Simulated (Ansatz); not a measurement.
**C: zone-centre modes under pressure**

C, Fd-3m, a = 3.572 Å. Ansatz: PBE, PAW, 420 eV, Γ-centred 12×12×12 mesh on 2 atoms, fixed occupations; no spin polarisation. Cell and atoms are relaxed at each pressure with the symmetry kept; optical modes at Γ by linear response, in cm⁻¹, the highest.

```
P (GPa) V (Å³/atom)      ω1
      0        5.695  1289.9
      3        5.656  1298.8
      8        5.594  1313.2
     15        5.512       ?
```

Q: Get the mode's Grüneisen parameter γ = −d ln ω/d ln V from the other rows and predict the missing frequency.

A: ln(V/V0) = 0.0000, -0.0069, -0.0179, -0.0327; a line through ln(ω/ω0) of the 3 known rows gives ω1: γ = 1.000, predicted 1332.8, computed 1332.6. The miss is 0.0 %, or 0 % of the shift under pressure, so a constant γ serves at that level.

Cost: 4 runs of about 0.85 core-minutes in all, on Intel Xeon 6975P-C (Granite Rapids) (shared hosts).